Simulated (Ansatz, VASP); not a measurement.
**One calculation of GaN, two programs**

```xyz
4
Lattice="3.1005 0.0000 0.0000 -1.5502 2.6851 0.0000 0.0000 0.0000 4.9077" Properties=species:S:1:pos:R:3 pbc="T T T"
Ga    0.0000    1.7901    0.0000
Ga    1.5502    0.8950    2.4539
N     0.0000    1.7901    1.8404
N     1.5502    0.8950    4.2942
```

Change from the starting cell: strain -0.025 along x and y, -0.050 along z, atoms carried along.

Alike in both runs: task single point; functional PBE; k mesh 12 × 12 × 6; occupations gaussian, width 0.05 eV; no spin polarisation.

|  | VASP | Ansatz |
| --- | --- | --- |
| version | VASP 6.6.1 | Ansatz 0.2.0 |
| potentials or method | VASP PAW PBE potentials, release 64 (Ga_d, N) | scalar-relativistic, plane waves, PAW |
| plane-wave cutoff (eV) | 520 | 420 |
| valence electrons in the cell | 36 | 36 |

Ansatz gave:

| Property | Result |
| --- | --- |
| gap on the k mesh at the Fermi level (eV) | 2.68 |
| least direct gap on the mesh (eV) | 2.68 |
| pressure (GPa) | 33.5 |
| largest component of the traceless stress (GPa) | 12.01 |
| rms of the force components (eV/Å) | 0.415 |

Question: Which values does VASP return?

Answer: gap on the k mesh at the Fermi level (eV): 2.70; least direct gap on the mesh (eV): 2.70; pressure (GPa): 33.3; largest component of the traceless stress (GPa): 11.95; rms of the force components (eV/Å): 0.404.

Atom by atom the forces differ by 0.011 eV/Å (rms over components). The functional is the same, so the differences come from potentials, cutoffs and numerics.

Caveats: so large a pressure means that the cell lies far from this level's equilibrium, or that cutoff or potentials fall short (VASP).
